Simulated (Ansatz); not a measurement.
Bi2Se3: one atom moved along a line

The calculation used DFT PBEsol, scalar-relativistic, plane waves, PAW in Ansatz 0.2.0. Cutoff 420 eV, Γ-centred 12×12×12 k-points, Gaussian smearing of 0.03 eV. Spin–orbit coupling is left out, which matters for the heavy elements here. No spin polarisation. Energies are free energies at this smearing, counted from the undisturbed cell; pressure is positive in compression.

The undisturbed cell (as given, not relaxed at this level; it stands at -0.3 GPa):

```
CELL_PARAMETERS angstrom
2.07150 1.19598 9.54533
-2.07150 1.19598 9.54533
0.00000 -2.39196 9.54533
ATOMIC_POSITIONS crystal
Bi 0.40080 0.40080 0.40080
Bi 0.59920 0.59920 0.59920
Se 0.00000 0.00000 0.00000
Se 0.21170 0.21170 0.21170
Se 0.78830 0.78830 0.78830
```

Atom 1 (Bi) is moved by x along the Cartesian unit vector (-0.727, -0.420, 0.544); the cell and all other atoms stay fixed.

```csv
x (Å),ΔE (meV/cell),force along x on the moved atoms (eV/Å),gap on the mesh (eV)
-0.6000,870.8,3.85,0.42
-0.4800,495.5,2.50,0.50
-0.3600,253.7,1.59,0.45
-0.2400,103.2,0.95,0.32
-0.1200,21.2,0.43,0.19
0.0000,0.0,-0.08,0.13
0.2400,175.1,-1.52,0.41
0.3600,424.2,-2.71,0.56
0.4800,847.3,-4.47,0.54
0.6000,1534.1,-7.18,0.55
```